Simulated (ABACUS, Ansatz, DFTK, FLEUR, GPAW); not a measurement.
## KTaO3: energy against volume and a worked fit

```
CELL_PARAMETERS angstrom
3.98830 0.00000 0.00000
0.00000 3.98830 0.00000
0.00000 0.00000 3.98830
ATOMIC_POSITIONS crystal
Ta 0.00000 0.00000 0.00000
K 0.50000 0.50000 0.50000
O 0.00000 0.00000 0.50000
O 0.00000 0.50000 0.00000
O 0.50000 0.00000 0.00000
```

The cell was scaled at fixed shape and fractions and run with Ansatz, Ansatz PAW, cutoff 420 eV; PBEsol, k mesh 7 × 7 × 7 on the cell of 5 atoms, fermi-dirac occupations of 0.05 eV, no spin polarisation, no spin-orbit coupling. The potentials were made for PBE. Energies are those that the program minimises, any entropy of the smearing included.

```csv
V (Å³/atom),energy over the lowest row (meV/atom)
11.9267,29.89
12.1805,?
12.4342,2.52
12.6880,0.00
12.9418,3.77
13.1955,13.25
13.4493,27.83
```

Problem. Fit the third-order Birch-Murnaghan form, give V0, B0 and B′, and predict the energy left open.

Solution. With y = (V0/V)^(2/3), E = E0 + (9 V0 B0/16) [(y - 1)³ B′ + (y - 1)² (6 - 4y)]. Least squares through the rows shown give V0 = 12.6587 Å³/atom, E0 = -0.07 meV, B0 = 202.8 GPa (1 eV/Å³ = 160.218 GPa) and B′ = 4.63, with a largest miss of 0.03 meV. At V = 12.1805 the form with these constants gives 12.22 meV; the run gave 12.27 meV an atom. Other set-ups at this level, from all their volumes (Å³/atom, GPa): ABACUS, PseudoDojo NC SR 0.4.1 PBEsol standard, plane waves: V0 12.582, B0 202.9; DFTK, PseudoDojo SR PBEsol 0.4.1 standard (PBEsol): V0 12.583, B0 202.9; FLEUR, all-electron, FLAPW: V0 12.662, B0 200.9; GPAW, PAW data sets generated for this functional: V0 12.691, B0 201.7. Measured volume: 12.69 Å³/atom (arxiv:2208.05712), so the fit lies -0.2 % from it. The runs are for a static lattice.
